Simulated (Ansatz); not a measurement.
# Au: a surface, (100), 1 layers

Aim: cut a slab of Au (100), 1 layers from the relaxed bulk, relax it, and get surface energy and work function. The runs shown use PAW. Its runs: bulk cell relaxed (PAW); bulk in the slab's orientation (PAW); the reference run (PAW); vacuum of 13 Å (PAW); field of 0.3 V/Å along the normal (PAW).

Program: Ansatz 0.2.0. Level of theory: DFT, PBE, PAW with Ansatz's default frozen-core files, scalar-relativistic. These are calculated values, not measurements.

**1. The structure to begin with**

The structure is cubic, space group Fm-3m (No. 225). The conventional cell has a = 4.157 Å, b = 4.157 Å, c = 4.157 Å, α = 90.00°, β = 90.00°, γ = 90.00°. Au (site symmetry m-3m) has 12 Au at 2.94 Å as nearest neighbours.

Structure file:

```cif
data_structure
_symmetry_space_group_name_H-M 'P 1'
_symmetry_Int_Tables_number 1
_cell_length_a 2.9391
_cell_length_b 2.9391
_cell_length_c 2.9391
_cell_angle_alpha 60.000
_cell_angle_beta 60.000
_cell_angle_gamma 60.000
_cell_volume 17.95
loop_
_atom_site_label
_atom_site_type_symbol
_atom_site_fract_x
_atom_site_fract_y
_atom_site_fract_z
_atom_site_occupancy
Au1 Au 0.00000 0.00000 0.00000 1
```

**2. Bulk cell relaxed, PAW**

Contents of input.yaml:

```yaml
crystal:
  lattice:
    - [0.0, 2.0782718017, 2.0782718017]
    - [2.0782718017, 0.0, 2.0782718017]
    - [2.0782718017, 2.0782718017, 0.0]
  atoms:
    - { symbol: Au, position: [0.0, 0.0, 0.0] }
kpoints:
  mp_grid: { grid: [18, 18, 18] }
scf:
  occupations: { method: fermi_dirac, width: 0.05 }
hamiltonian:
  xc: pbe
  pseudopotentials: { kind: paw }
output:
  forces: true
  stress: true
  write_density: true
  write_potential: true
  elf: true
  volumetric_format: npy
relax:
  f_tol: 0.005
  max_steps: 40
  cell: {}
```

Started as:

```sh
ansatz run input.yaml --threads 1 --pin off --max-ram 3584MiB --backend cpu --events-out ev --progress --plain --runs-dir out
```

Further steps of the session: Bulk in the slab's orientation, PAW; Slab as cut, PAW; Vacuum of 13 Å, PAW; Field of 0.3 V/Å along the normal, PAW.

Before running it: what results should come out? Wanted: surface energy; work function.

**Answer**, as computed:

```
                 quantity      value
surface energy (PAW, cut)  0.82 J/m²
 work function (PAW, cut)    5.95 eV
```

What this shows: Vacuum of 13 Å moves the work function by less than 0.01 eV (PAW). The field of 0.3 V/Å along the normal induces a dipole of 0.040 e·Å per cell (PAW). Thickness wasn't converged, and no reconstruction was sought. Spin-orbit coupling is left out, though the cell holds Au; in elements this heavy it can shift bands and gaps by tenths of an eV.
